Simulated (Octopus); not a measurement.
BP:

```
CELL_PARAMETERS angstrom
0.00000 2.26900 2.26900
2.26900 0.00000 2.26900
2.26900 2.26900 0.00000
ATOMIC_POSITIONS crystal
P 0.75000 0.75000 0.75000
B 0.00000 0.00000 0.00000
```

Base run:

```yaml
Program: Octopus 16.4
Functional: PBE
Potentials_or_basis: pseudodojo_pbe (PseudoDojo 0.5, PBE)
Grid_spacing: 0.140 Å
k_mesh: 10 × 10 × 10
Occupations: fermi-dirac, width 0.05 eV
Spin: no spin polarisation
```

Its results: band gap on the k mesh 1.25 eV, indirect (least direct gap 3.41 eV).

Q: The run is repeated on the same cell with these changes: functional from PBE to PBEsol; potentials or basis from pseudodojo_pbe (PseudoDojo 0.5, PBE) to pseudodojo_pbesol (PseudoDojo 0.4, PBEsol). What comes out?

A: Band gap on the k mesh 1.14 eV, indirect (least direct gap 3.36 eV).

A k mesh can miss the band edges.

Not every run made on this cell is shown here.
